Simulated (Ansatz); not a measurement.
# Property card for Co

Method: DFT r2SCAN, scalar-relativistic, plane waves, PAW in Ansatz.

Settings: cutoff 500 eV, Γ-centred mesh 18×18×10 on the computed 2-atom cell, Gaussian smearing of 0.10 eV; collinear spin from starting moments 2.09 2.09 μB.

The structure is relaxed at this level of theory with its symmetry kept.

```cif
data_structure
_symmetry_space_group_name_H-M 'P 1'
_symmetry_Int_Tables_number 1
_cell_length_a 2.4728
_cell_length_b 2.4728
_cell_length_c 4.0165
_cell_angle_alpha 90.000
_cell_angle_beta 90.000
_cell_angle_gamma 120.000
_cell_volume 21.27
loop_
_atom_site_label
_atom_site_type_symbol
_atom_site_fract_x
_atom_site_fract_y
_atom_site_fract_z
_atom_site_occupancy
Co1 Co 0.33333 0.66667 0.25000 1
Co2 Co 0.66667 0.33333 0.75000 1
```

(1) Formation energy from the elements' standard states (uncorrected)?

(2) Density of states at the Fermi level?

(3) Löwdin character within 0.5 eV of the Fermi level?

(4) Bulk modulus?

(5) Its pressure derivative?

(6) Bader charges (e)?

(7) Total moment?

(8) Site moments (μB; atoms counted from 1 over the whole cell)?

The state reached may not be the lowest one.

Only this magnetic start was tried.

## Answers

(1) -0.001 eV/atom.

(2) 1.60 states/eV per cell.

(3) Co 3d 88 %, Co 4s 8 %, unprojected 5 %.

(4) 228 GPa.

(5) 4.6.

(6) Co (2 in the cell) 0.00.

(7) 3.52 μB per cell.

(8) Co (atom 1) 1.90, Co (atom 2) 1.90.

Cost: 6 runs of about 9 core-minutes in all, on Arm Neoverse V2 (shared hosts).